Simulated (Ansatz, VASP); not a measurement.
**PbSe: 3 runs at one level of theory**

The starting cell:

```
Pb Se
1.0
     0.00000    3.06065    3.06065
     3.06065    0.00000    3.06065
     3.06065    3.06065    0.00000
Pb Se
1 1
Direct
  0.00000 0.00000 0.00000
  0.50000 0.50000 0.50000
```

Alike in all runs: task relaxation of cell and atoms; functional PBEsol; dispersion D3(BJ); k mesh 8 × 8 × 8; occupations fermi-dirac, width 0.05 eV; no spin polarisation; no spin-orbit coupling.

```json
{"program and potentials": "Ansatz, Ansatz PAW", "plane-wave cutoff (eV)": "420", "notes": "potentials made for PBE, which Ansatz adapts in part; 15 valence electrons an atom on average", "equilibrium volume (Å³/atom)": "27.30"}
{"program and potentials": "Ansatz, all-electron LAPW, scalar-relativistic", "plane-wave cutoff (eV)": "-", "notes": "-", "equilibrium volume (Å³/atom)": "27.30"}
{"program and potentials": "VASP, PBE PAW files Pb_d, Se, 600 eV", "plane-wave cutoff (eV)": "600", "notes": "potentials made for PBE; 10 valence electrons an atom on average", "equilibrium volume (Å³/atom)": "27.32"}
```

The equilibrium volume spans 27.30 (Ansatz, Ansatz PAW) to 27.32 Å³/atom (VASP, PBE PAW files Pb_d, Se, 600 eV), with all-electron results at 27.30. Relaxations stop with a little pressure left, so the last digit of a volume isn't settled.

Differences between rows come from potentials, basis sets and numerical settings, since the functional is the same but for its coding. Runs on potential files found faulty are left out.
